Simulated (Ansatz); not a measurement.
# B on Pd(110), ontop start, 2x2 cell: work function, bands and core levels

Wanted: core-level shifts and unfolded surface bands for B on Pd(110), ontop start, 2x2 cell. Spin–orbit coupling is left out of the bands throughout.

Program: Ansatz 0.2.0. Level of theory: DFT, PBE, plane-wave PAW, scalar-relativistic; PAW set soft_1. Results are calculated unless marked as measured.

## Step 1: Starting point

The cell holds 5 atoms: 5 Pd. Cell: a = 3.940 Å, b = 2.786 Å, c = 20.572 Å, α = 90.0°, β = 90.0°, γ = 90.0°. It derives from Pd. Vacuum lies along c.

## Step 2: The clean face

The clean face is the reference for what the added atoms change.

The input, input.yaml:

```yaml
crystal:
  lattice:
    - [3.94, 0.0, 0.0]
    - [0.0, 2.7860007179, 0.0]
    - [0.0, 0.0, 20.5720014357]
  atoms:
    - { symbol: Pd, position: [0.0, 0.0, 0.635426819] }
    - { symbol: Pd, position: [0.5, 0.5, 0.56771341] }
    - { symbol: Pd, position: [0.0, 0.0, 0.5] }
    - { symbol: Pd, position: [0.5, 0.5, 0.43228659] }
    - { symbol: Pd, position: [0.0, 0.0, 0.364573181] }
kpoints:
  mp_grid: { grid: [10, 14, 1] }
scf:
  occupations: { method: fermi_dirac, width: 0.05 }
  n_extra_bands: 12
hamiltonian:
  xc: pbe
  pseudopotentials: { kind: paw, azcp: { folder: soft_1 } }
output:
  forces: true
  write_potential: true
  volumetric_format: []
  dos:
    projected: true
    de: 0.05
    e_range: [-30, 12]
    method: { smearing: { sigma: 0.1, scheme: gaussian } }
efield:
  axis: 3
  dipole_correction: true
relax:
  f_tol: 0.03
  max_steps: 50
  constraints: [{ sites: [2, 3, 4] }]
```

Command:

```console
$ ansatz run input.yaml --threads 8 --pin off --max-ram 40960MiB --backend cuda --events-out ev --progress --plain --runs-dir out
```

Numbers of over 12 decimals in the logs are rounded to 6 here.

Log:

```text
The last accepted step is kept in <dir> (removed where the run ends without a failure and the disk answers)
scf.n_extra_bands = 12 over 45 filled bands (N_el = 90.0): the run solves 57 bands
Engine: ansatz 0.2.0, aarch64-unknown-linux-gnu
Pseudopotentials: kind: paw
Pseudopotential: Pd, paw, valence charge 18, recommended cutoff 420 eV (normal), soft_1/Pd.paw.azcp
Functional definition: PBE
  parameter kappa = 0.804
  parameter beta = 0.066725
  exchange = pbe_x(kappa = kappa, mu = beta*pi^2/3)
  correlation = pbe_c(beta = beta)
[...]
Crystal: 5 atoms, lattice volume = 225.816 Å³
Basis set: ecut = 420 eV, 4425 PW (Γ), exchange–correlation on 54×40×288 points (8 copies of the dense FFT grid, shifted against one another)
Bands: 57, of which v1, the nominal top of the filled ones, is band 45 counted from 1 (44 counted from 0)
Symmetry: 4 space group operations
k-points: 48 of 140
Non-local potential: Pd, projectors of the file, l = 0: 2, l = 1: 2, l = 2: 2, l = 3: 1
PAW form: soft (Blöchl's): semilocal exchange-correlation on the pseudo side does not see the compensation charge
PAW one-centre angular grid: Pd, 590 points (default); XC on 64 Gauss nodes
Initial density: superposition of atomic densities (neutral atoms: chi_scale 0, normalization atom)
Initial wavefunctions: pseudopotential atomic-orbital guess
[...]
Functional: x = pbe(κ = 0.804, μ = 0.219515), c = pbe(β = 0.066725)
SCF iter   1: F=—  HF=-34867.087017 eV  |F-HF|=—  |Δ(HF+E_count)|=         —  Δρ=9.36e-2  dr2=2.58e1  ethr=3.10e-3  p=0.000 e·Å  D=5.76e-14 V/Å  ΔV_dip=-0.00 eV  dr2_dipole=6.77e-9  V_vac-E_F(+/−)=2.72/2.72 eV  ⟨swp⟩=8.8  Hψ=12416  notcnv=0  defer=10
efield: sawtooth ramp at fractional position 0.9500 (placed from the atoms, in the widest stretch of the axis that holds none; the zero of the levels goes with the place), width 0.1000; the density the first Hamiltonian is built on has a dipole p = 0.000 e·Å; the dipole correction subtracts the counter field D = 5.76e-14 V/Å, which shifts the + side's vacuum level by -0.00 eV against the − side's; the planar-averaged density in the ramp window peaks in size at 1.0e-6 e/Å³
preconditioner: auto → LDOS  [metal: Δε(μ)=0.009 eV  Ē_g=6.562 eV  σ=0.050 eV  W_gap=0.05  n_scr=46 (ndim 8)  ℏωp=17.5 eV  f_vac=0.602  D(μ)=10.26/eV (n_scr^D=90)  β→1.0]
SCF iter   2: F=—  HF=-34867.966177 eV  |F-HF|=—  |Δ(HF+E_count)|=   8.79e-1  Δρ=1.01e-1  dr2=2.12e1  ethr=3.10e-3  p=0.000 e·Å  D=4.67e-5 V/Å  ΔV_dip=-0.00 eV  dr2_dipole=4.05e-7  V_vac-E_F(+/−)=4.42/4.42 eV  ⟨swp⟩=3.6  Hψ=7446  notcnv=0  defer=144
[...]
SCF iter  10: F=-34862.338350 eV  HF=-34862.338361 eV  |F-HF|=1.14e-5  |Δ(HF+E_count)|=   1.20e-6  Δρ=7.27e-5  dr2=1.42e-5  ethr=2.50e-8  p=-0.000 e·Å  D=-1.14e-7 V/Å  ΔV_dip=0.00 eV  dr2_dipole=2.60e-11  V_vac-E_F(+/−)=4.75/4.75 eV  ⟨swp⟩=18.0  Hψ=27113  notcnv=0
SCF 1 converged in 10 iterations: F = -34862.338350 eV  dr2 = 1.42e-5
  greatest PAW one-centre occupation: 0.999 electrons in one spin orbital (limit 2), on the Pd atom at site 0 (counted from 0), in its partial waves of l = 0
relax step   1: F+E_penalty+E_count = -34862.33835007 eV  Δ(F+E_penalty+E_count) = +0.000e0 eV  max|allowed force component| = 5.004e-1 eV/Å  Δτ_max = 0.0000 Å  (10 SCF iters, dr2 threshold 2.25e-5 eV, accepted)
[...]
iter 1 solved again at ethr=2.21e-3 eV; its pass at ethr=3.10e-3 eV (dr2=1.99e0 eV) is discarded
SCF iter   1: F=—  HF=-34862.412572 eV  |F-HF|=—  |Δ(HF+E_count)|=         —  Δρ=1.34e-2  dr2=1.98e0  ethr=2.21e-3  p=-0.000 e·Å  D=-8.64e-7 V/Å  ΔV_dip=0.00 eV  dr2_dipole=5.35e-1  V_vac-E_F(+/−)=4.70/4.70 eV  ⟨swp⟩=1.0  Hψ=10268  notcnv=0  defer=49
efield: sawtooth ramp at fractional position 0.9500 (handed on by an earlier solve), width 0.1000; the density the first Hamiltonian is built on has a dipole p = -0.000 e·Å; the dipole correction subtracts the counter field D = -8.64e-7 V/Å, which shifts the + side's vacuum level by +0.00 eV against the − side's; the planar-averaged density in the ramp window peaks in size at 3.0e-6 e/Å³
preconditioner: auto → LDOS  [metal: Δε(μ)=0.006 eV  Ē_g=7.395 eV  σ=0.050 eV  W_gap=0.03  n_scr=46 (ndim 8)  ℏωp=17.5 eV  f_vac=0.598  D(μ)=13.34/eV (n_scr^D=142)  β→1.0]
[...]
SCF 2 converged in 8 iterations: F = -34862.367622 eV  dr2 = 9.99e-6
relax step   2: F+E_penalty+E_count = -34862.36762170 eV  Δ(F+E_penalty+E_count) = -2.927e-2 eV  max|allowed force component| = 2.227e-1 eV/Å  Δτ_max = 0.1159 Å  (8 SCF iters, dr2 threshold 1.57e-5 eV, accepted)
[...]
SCF 3 converged in 8 iterations: F = -34862.371864 eV  dr2 = 9.46e-7
relax step   3: F+E_penalty+E_count = -34862.37186442 eV  Δ(F+E_penalty+E_count) = -4.243e-3 eV  max|allowed force component| = 2.534e-2 eV/Å  Δτ_max = 0.0399 Å  (8 SCF iters, dr2 threshold 3.10e-6 eV, accepted)
[...]
SCF 4 converged in 4 iterations: F = -34862.371865 eV  dr2 = 1.37e-8
relax step   4: F+E_penalty+E_count = -34862.37186547 eV  Δ(F+E_penalty+E_count) = -1.054e-6 eV  max|allowed force component| = 2.541e-2 eV/Å  Δτ_max = 0.0000 Å  (4 SCF iters, accepted)
[...]
SCF converged after 4 iterations
Free energy (F): -34862.371865 eV
Harris-Foulkes:  -34862.371865 eV  (|F-HF|=6.66e-9)
Internal energy: -34862.262175 eV  (E = F + TS)
E sigma→0 (E₀):  -34862.317020 eV
Entropy (-TS):   -0.109690 eV (-21.938 meV/atom)
Fermi energy:    3.173137 eV
Dipole field:    D = -0.000700 V/Å  (p = -0.000873 e·Å, saw-weighted, corrected)
Work function:   Φ+ = 4.7690 eV   Φ− = 4.7546 eV
Levels:          The Fermi level and band energies are counted from a zero that moves with the ramp; work functions are not
--- Per-component energies (eV) ---
  E_band       = -2143.351807
  E_kinetic    = 2240.578513
  E_local      = -111361.250633  (includes V_loc(G=0)·N_el)
  E_nonlocal   = 1856.316999
  E_hartree    = 54063.741416
  E_xc         = -687.701486
  E_vxc        = -868.957502  (∫ρ·V_xc dr)
  E_paw        = -19056.862825  (= ΣΔE_a)
  E_vpaw       = -2137.513664  (= ΣTr[D̂ρ^β])
  E_aug_tail   = 0.001183  (compensation charges beyond the density's cutoff)
  E_efield     = 0.000000  (sawtooth field / dipole correction)
  E_vefield    = -0.000137  (∫n·V_field dr)
  E_ewald      = 38082.914658
  E_smearing   = -0.109690  (= −TS)
  E_closure    = 0.000000  (closes the sum)
  Σ components = -34862.371865   (vs F -34862.371865, Δ=0.00e0)
--- Forces (eV/Å), atoms counted from 1 ---
  atom   1  Pd     0.00000000     0.00000000     0.00936424
  atom   2  Pd     0.00000000     0.00000000    -0.02540585
  atom   3  Pd     0.00000000     0.00000000    -0.11528428
  atom   4  Pd     0.00000000     0.00000000    -0.38013537
  atom   5  Pd     0.00000000     0.00000000     0.51148805
  max |Σ_I F_I| component: 2.68e-5 eV/Å
--- Band table (eV; the first three rows and the last of 48) ---
  k-point 0: bands = [... 41 lower, 2.5184, 2.5376, 2.8694, 3.0117, 3.0926, 3.4052, 3.5568, 5.4815, ... 8 higher]
  k-point 1: bands = [... 41 lower, 2.5188, 2.5580, 2.7191, 2.9577, 3.2145, 3.2779, 3.6393, 5.5933, ... 8 higher]
  k-point 2: bands = [... 41 lower, 2.5064, 2.5419, 2.6306, 2.8818, 3.0400, 3.3730, 3.8683, 5.9147, ... 8 higher]
  k-point 47: bands = [... 41 lower, 3.1721, 3.1834, 3.2366, 3.3060, 5.4483, 5.6817, 7.9693, 8.4322, ... 8 higher]
--- Relaxed structure (4 steps of the walk, 4 accepted, 0 SCFs on fresh bases) ---
  F+E_penalty+E_count = -34862.37186547 eV   max|allowed force component| = 2.541e-2 eV/Å
  atoms:
    - { symbol: Pd, position: [0.0, 0.0, 0.631735] }
    - { symbol: Pd, position: [0.500000, 0.5, 0.570875] }
    - { symbol: Pd, position: [0.0, 0.0, 0.5] }
    - { symbol: Pd, position: [0.500000, 0.5, 0.43228659] }
    - { symbol: Pd, position: [0.0, 0.0, 0.364573181] }
```

Wall time 4 s (1 × NVIDIA GB200 with 8 threads of Arm Neoverse V2, shared host); peak memory 1.3 GiB.

Step by step:

```csv
step,energy less that of the first step (eV),largest force component (eV/Å)
1,0.0000,0.5004
2,-0.0293,0.2227
3,-0.0335,0.0253
4,-0.0335,0.0254
```

Forces are held to the 4 operations that the run works with; a distortion that breaks them can't arise in this run.

The atoms that moved most (Å):

```
atom     dx     dy      dz  length
 Pd1  0.000  0.000  -0.076   0.076
 Pd2  0.000  0.000   0.065   0.065
```

Final coordinates:

```cif
data_structure
_symmetry_space_group_name_H-M 'P 1'
_symmetry_Int_Tables_number 1
_cell_length_a 3.9400
_cell_length_b 2.7860
_cell_length_c 20.5720
_cell_angle_alpha 90.000
_cell_angle_beta 90.000
_cell_angle_gamma 90.000
_cell_volume 225.82
loop_
_atom_site_label
_atom_site_type_symbol
_atom_site_fract_x
_atom_site_fract_y
_atom_site_fract_z
_atom_site_occupancy
Pd1 Pd 0.00000 0.00000 0.63173 1
Pd2 Pd 0.50000 0.50000 0.57087 1
Pd3 Pd 0.00000 0.00000 0.50000 1
Pd4 Pd 0.50000 0.50000 0.43229 1
Pd5 Pd 0.00000 0.00000 0.36457 1
```

This step gave:

| Quantity | Value |
| --- | --- |
| free energy | -34862.3719 eV |
| energy at zero smearing | -34862.3170 eV |
| smearing term TS | 0.1097 eV |
| Fermi energy | 3.173 eV |
| symmetry operations | 4 |
| zero of energy | Fermi level |
| share of occupied states in no projected shell | 0.0614 of the occupied states in the window |
| DOS at the Fermi level | 13.93 states/eV/cell |
| work function, upper face | 4.769 eV |
| work function, lower face | 4.755 eV |

Maxima picked by a test of local sharpness, so broad peaks and shoulders can be missing; peaks within 0.45 eV of a curve's cut are left out. Valence peaks, by row:

```csv
photon energy (eV),binding energy (eV),height (% of the maximum within 13 eV),main shell,its share (%)
21.2,2.1,93.45,Pd 4d,99.9
21.2,0.5,100,Pd 4d,99.91
60,2.05,92.81,Pd 4d,99.98
60,0.5,100,Pd 4d,99.98
100,2.05,93.05,Pd 4d,99.73
100,0.5,100,Pd 4d,99.76
1487,2.1,93.47,Pd 4d,99.82
1487,0.5,100,Pd 4d,99.83
8048,2.1,93.46,Pd 4d,99.06
8048,0.5,100,Pd 4d,99.15
```

The planar mean, electrostatic potential oscillates, so the rows of the table below give means over windows of 1.43 Å about each position, cut where the curve ends. Its maxima inside the range that stand out by 2 % of the span (Å: eV): 8.1: -6.37, 9.6: -6.71, 11.0: -5.68, 12.4: -8.77. Its minima: 7.6: -9.68, 8.9: -10.2, 10.3: -10.2, 11.7: -10.4, 13.0: -10.1.

From the Fermi level. Planar mean, electrostatic potential against z; means over each step:

```csv
z (Å),"planar mean, electrostatic potential (eV)"
0.71,4.76
2.15,4.75
3.58,4.75
5.01,4.69
6.44,1.39
7.87,-7.86
9.30,-8.38
10.73,-7.90
12.16,-9.45
13.59,-3.06
15.02,4.54
16.45,4.76
17.88,4.77
19.31,4.77
```

Recipe: projected DOS times atomic cross section and asymmetry factor (linear light, 54.7° from the polarisation), occupied states only, Fermi edge at 77 K, a Lorentzian width of 0.1 eV growing by 0.08 eV per eV of binding energy, and a resolution of 0.6 eV. Each atom is damped by exp[−depth/(λ cos θ)], θ = 60° from the normal, λ from the universal curve. Curves are cut 10 eV under the photon energy, above any shell that the free atom's threshold puts out of reach, or at the lower edge of the window: 7.8 eV at 21.2 eV, 7.8 eV at 60 eV, 7.8 eV at 100 eV, 7.8 eV at 1486.7 eV and 7.8 eV at 8047.8 eV. Matrix elements of the solid and inelastic losses aren't modelled, nor non-dipole terms, which matter above 3 keV.

How the area divides among the shells (%):

```
shell  21.2 eV  60 eV  100 eV  1486.7 eV  8047.8 eV
Pd 4d     99.9  100.0    99.6       99.7       98.6
```

At the Fermi level the DOS is 13.93 states/eV a cell, and on the broadened curves Pd 4d holds 95 % of the total there.

## Step 3: Relaxing the atoms

System of this step: B3Pd20. The cell holds 23 atoms: 3 B and 20 Pd. Its edges and angles: a = 7.880 Å, b = 5.572 Å, c = 22.522 Å, α = 90.0°, β = 90.0°, γ = 90.0°. It derives from Pd. How the cell was made: adsorbate; added: B; site: ontop; coverage 0.75 monolayer; cell: 2x2; on one face. Regions: ad, 3 atoms (3 B); L1, 4 atoms (4 Pd); L2, 4 atoms (4 Pd); L3, 4 atoms (4 Pd); rest, 8 atoms (8 Pd). Vacuum lies along c.

Levels and vacuum steps follow bond lengths, so the atoms are relaxed first. 12 atoms are held to stand for the bulk. A dipole correction cancels the field between unlike faces.

The input, input.yaml:

```yaml
crystal:
  lattice:
    - [7.88, 0.0, 0.0]
    - [0.0, 5.5720014357, 0.0]
    - [0.0, 0.0, 22.5220014357]
  atoms:
    - { symbol: B, position: [0.001049741, 0.0, 0.666992295] }
    - { symbol: B, position: [0.501781014, 0.5, 0.666992295] }
    - { symbol: B, position: [0.002526967, 0.5, 0.666992295] }
    - { symbol: Pd, position: [0.0, 0.0, 0.580410292] }
    - { symbol: Pd, position: [0.5, 0.0, 0.580410292] }
    - { symbol: Pd, position: [0.0, 0.5, 0.580410292] }
    - { symbol: Pd, position: [0.5, 0.5, 0.580410292] }
    - { symbol: Pd, position: [0.25, 0.25, 0.518559645] }
    - { symbol: Pd, position: [0.75, 0.25, 0.518559645] }
    - { symbol: Pd, position: [0.25, 0.75, 0.518559645] }
    - { symbol: Pd, position: [0.75, 0.75, 0.518559645] }
    - { symbol: Pd, position: [0.0, 0.0, 0.456708998] }
    - { symbol: Pd, position: [0.5, 0.0, 0.456708998] }
    - { symbol: Pd, position: [0.0, 0.5, 0.456708998] }
    - { symbol: Pd, position: [0.5, 0.5, 0.456708998] }
    - { symbol: Pd, position: [0.25, 0.25, 0.394858351] }
    - { symbol: Pd, position: [0.75, 0.25, 0.394858351] }
    - { symbol: Pd, position: [0.25, 0.75, 0.394858351] }
    - { symbol: Pd, position: [0.75, 0.75, 0.394858351] }
    - { symbol: Pd, position: [0.0, 0.0, 0.333007705] }
    - { symbol: Pd, position: [0.5, 0.0, 0.333007705] }
    - { symbol: Pd, position: [0.0, 0.5, 0.333007705] }
    - { symbol: Pd, position: [0.5, 0.5, 0.333007705] }
kpoints:
  mp_grid: { grid: [4, 6, 1] }
scf:
  occupations: { method: fermi_dirac, width: 0.05 }
  n_extra_bands: 17
hamiltonian:
  xc: pbe
  pseudopotentials: { kind: paw, azcp: { folder: soft_1 } }
output:
  forces: true
  write_potential: true
  volumetric_format: []
efield:
  axis: 3
  dipole_correction: true
relax:
  f_tol: 0.03
  max_steps: 45
  constraints: [{ sites: [11, 12, 13, 14, 15, 16, 17, 18, 19, 20, 21, 22] }]
```

Log:

```text
[...]
concurrent solve slots: 6 of 8 are kept, ahead of what memory takes: no pass of the eigensolver takes more rounds on 6
[...]
Crystal: 23 atoms, lattice volume = 988.882 Å³
Basis set: ecut = 420 eV, 19323 PW (Γ), exchange–correlation on 108×80×320 points (8 copies of the dense FFT grid, shifted against one another)
Bands: 202, of which v1, the nominal top of the filled ones, is band 185 counted from 1 (184 counted from 0)
Symmetry: 2 space group operations
[...]
k-points: 12 of 24 (time reversal used)
[...]
SCF iter   1: F=—  HF=-139940.306173 eV  |F-HF|=—  |Δ(HF+E_count)|=         —  Δρ=1.19e-1  dr2=3.81e2  ethr=3.10e-3  p=0.000 e·Å  D=7.20e-7 V/Å  ΔV_dip=-0.00 eV  dr2_dipole=5.29e1  V_vac-E_F(+/−)=2.83/2.83 eV  ⟨swp⟩=6.3  Hψ=8739  notcnv=0
[...]
SCF iter   2: F=—  HF=-139941.037729 eV  |F-HF|=—  |Δ(HF+E_count)|=   7.32e-1  Δρ=1.19e-1  dr2=1.28e2  ethr=3.10e-3  p=-0.035 e·Å  D=-6.44e-3 V/Å  ΔV_dip=0.14 eV  dr2_dipole=3.46e0  V_vac-E_F(+/−)=5.19/5.05 eV  ⟨swp⟩=4.0  Hψ=6943  notcnv=0  defer=2
[...]
SCF iter  13: F=-139910.332862 eV  HF=-139910.332869 eV  |F-HF|=6.89e-6  |Δ(HF+E_count)|=   1.38e-6  Δρ=2.15e-5  dr2=9.74e-6  ethr=6.10e-9  p=-0.136 e·Å  D=-2.48e-2 V/Å  ΔV_dip=0.56 eV  dr2_dipole=2.38e-7  V_vac-E_F(+/−)=5.33/4.77 eV  ⟨swp⟩=11.6  Hψ=23580  notcnv=0
SCF 1 converged in 13 iterations: F = -139910.332862 eV  dr2 = 9.74e-6
[...]
relax step   1: F+E_penalty+E_count = -139910.33286167 eV  Δ(F+E_penalty+E_count) = +0.000e0 eV  max|allowed force component| = 2.360e0 eV/Å  Δτ_max = 0.0000 Å  (13 SCF iters, dr2 threshold 2.25e-5 eV, accepted)
[...]
SCF 2 converged in 8 iterations: F = -139910.774170 eV  dr2 = 2.58e-5
relax step   2: F+E_penalty+E_count = -139910.77417000 eV  Δ(F+E_penalty+E_count) = -4.413e-1 eV  max|allowed force component| = 1.378e0 eV/Å  Δτ_max = 0.0902 Å  (8 SCF iters, dr2 threshold 1.00e-4 eV, accepted)
[...]
SCF 3 converged in 7 iterations: F = -139910.891540 eV  dr2 = 4.92e-5
relax step   3: F+E_penalty+E_count = -139910.89153957 eV  Δ(F+E_penalty+E_count) = -1.174e-1 eV  max|allowed force component| = 4.807e-1 eV/Å  Δτ_max = 0.0864 Å  (7 SCF iters, dr2 threshold 1.00e-4 eV, accepted)
[...]
relax step   4: F+E_penalty+E_count = -139910.90270629 eV  Δ(F+E_penalty+E_count) = -1.117e-2 eV  max|allowed force component| = 6.021e-2 eV/Å  Δτ_max = 0.0488 Å  (7 SCF iters, dr2 threshold 2.81e-5 eV, accepted)
[...]
SCF 5 converged in 9 iterations: F = -139910.904652 eV  dr2 = 3.64e-8
relax step   5: F+E_penalty+E_count = -139910.90465215 eV  Δ(F+E_penalty+E_count) = -1.946e-3 eV  max|allowed force component| = 6.326e-3 eV/Å  Δτ_max = 0.0189 Å  (9 SCF iters, accepted)
[...]
SCF converged after 9 iterations
[...]
--- Relaxed structure (5 steps of the walk, 5 accepted, 0 SCFs on fresh bases) ---
  F+E_penalty+E_count = -139910.90465215 eV   max|allowed force component| = 6.326e-3 eV/Å
  atoms:
    - { symbol: B, position: [0.000649597, 0, 0.663541] }
    - { symbol: B, position: [0.499203, 0.5, 0.661366] }
    - { symbol: B, position: [0.000736064, 0.5, 0.663612] }
    - { symbol: Pd, position: [4.745422032085128e-5, 0, 0.583275] }
    - { symbol: Pd, position: [0.499994, 0, 0.577889] }
    - { symbol: Pd, position: [6.496383388838626e-5, 0.5, 0.583345] }
    - { symbol: Pd, position: [0.499981, 0.5, 0.582174] }
    - { symbol: Pd, position: [0.248794, 0.249870, 0.520965] }
    - { symbol: Pd, position: [0.751232, 0.249875, 0.520987] }
    - { symbol: Pd, position: [0.248794, 0.750130, 0.520965] }
    - { symbol: Pd, position: [0.751232, 0.750125, 0.520987] }
    - { symbol: Pd, position: [0.0, 0.0, 0.456709] }
    - { symbol: Pd, position: [0.500000, 0.0, 0.456709] }
    - { symbol: Pd, position: [0.0, 0.5, 0.456709] }
    - { symbol: Pd, position: [0.500000, 0.5, 0.456709] }
    - { symbol: Pd, position: [0.250000, 0.25, 0.394858] }
    - { symbol: Pd, position: [0.75, 0.25, 0.394858] }
    - { symbol: Pd, position: [0.250000, 0.750000, 0.394858] }
    - { symbol: Pd, position: [0.75, 0.750000, 0.394858] }
    - { symbol: Pd, position: [0.0, 0.0, 0.333008] }
    - { symbol: Pd, position: [0.500000, 0.0, 0.333008] }
    - { symbol: Pd, position: [0.0, 0.5, 0.333008] }
    - { symbol: Pd, position: [0.500000, 0.5, 0.333008] }
```

It took 9.1 s on 1 × NVIDIA GB200 with 8 threads; peak memory 1.7 GiB; 24 s of CPU time.

Relaxation path:

```
step  energy less that of the first step (eV)  largest force component (eV/Å)
   1                                   0.0000                          2.3600
   2                                  -0.4413                          1.3776
   3                                  -0.5587                          0.4807
   4                                  -0.5698                          0.0602
   5                                  -0.5718                          0.0063
```

Forces are held to the 2 operations that the run works with; a distortion that breaks them can't arise in this run.

The atoms that moved most (Å):

```csv
atom,dx,dy,dz,length
B2,-0.020,0.000,-0.127,0.128
B1,-0.003,0.000,-0.078,0.078
B3,-0.014,0.000,-0.076,0.077
Pd6,0.001,0.000,0.066,0.066
Pd4,0.000,0.000,0.065,0.065
Pd5,0.000,0.000,-0.057,0.057
Pd11,0.010,0.001,0.055,0.056
Pd9,0.010,-0.001,0.055,0.056
```

Numbers from this step:

| Item | Value |
| --- | --- |
| free energy | -139910.9047 eV |
| energy at zero smearing | -139910.7315 eV |
| smearing term TS | 0.3462 eV |
| Fermi energy | 2.637 eV |
| symmetry operations | 2 |
| work function, upper face | 5.372 eV |
| work function, lower face | 4.774 eV |

The relaxation ends 25 meV an atom lower, with a largest force component of 0.0063 eV/Å on the free atoms. Between step 2 and this run (23 atoms) the value for the work function, upper face moves from 4.77 eV to 5.37 eV (+13 %).

(Continued in part 2 of 4.)

[Logs are printed without paths, hosts, clocks, repeated set-up lines and the standing remarks that a program may print on its own settings, such as how far it seeks lower states.]

[Hosts, paths, dates, database ids (printed as entryN), source tags and the programs' standing remarks are cut or masked in the printed files.]

[Maps of the electrostatic potential energy from Ansatz leave out the sawtooth potential of an applied field or a dipole correction, so their vacuum need not be flat; work functions include it.]
